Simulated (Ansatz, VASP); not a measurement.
**Pd in VASP and in Ansatz**

File INCAR:

```
PREC = Accurate
ENCUT = 520
EDIFF = 1E-6
ISMEAR = 0
SIGMA = 0.016
LREAL = F
LASPH = T
NELM = 100
ALGO = Normal
ISIF = 2
LWAVE = F
LCHARG = F
GGA = PE
NBANDS = 11
```

The input KPOINTS:

```
regular mesh
0
Gamma
  12 12 12
```

POSCAR

```
Pd
1.0
   -1.5722810000      1.5722810000      1.5722810000
    1.5722810000     -1.5722810000      1.5722810000
    1.5722810000      1.5722810000     -1.5722810000
Pd
1
Direct
    0.0000000000      0.0000000000      0.0000000000
```

File input.yaml:

```yaml
crystal:
  lattice:
    - [-1.572281, 1.572281, 1.572281]
    - [1.572281, -1.572281, 1.572281]
    - [1.572281, 1.572281, -1.572281]
  atoms:
    - { symbol: Pd, position: [0.0, 0.0, 0.0] }
hamiltonian:
  xc: pbe
  pseudopotentials: { kind: paw }
kpoints:
  mp_grid: { grid: [12, 12, 12] }
scf:
  occupations: { method: gaussian, width: 0.016 }
output:
  forces: true
  stress: true
  eigenvalues: true
```

This isn't the form of Pd at room conditions, which is fcc.

Alike in both runs: task single point; functional PBE; k mesh 12 × 12 × 12; occupations gaussian, width 0.016 eV; no spin polarisation.

```csv
,VASP,Ansatz
version,VASP 6.6.1,Ansatz 0.2.0
potentials or method,"VASP PAW PBE potentials, release 64 (Pd)",Ansatz PAW
plane-wave cutoff (eV),520,420
valence electrons in the cell,10,18
```

Ansatz gave:

```
gap on the k mesh at the Fermi level (eV) : none
pressure (GPa)                            : -1.2
```

Question: Estimate VASP's values.

Answer: gap on the k mesh at the Fermi level (eV): none; pressure (GPa): -1.6.

A gap of «none» marks a metal or a gap that the smearing closes. The two sets of potentials don't hold the same shells in valence.
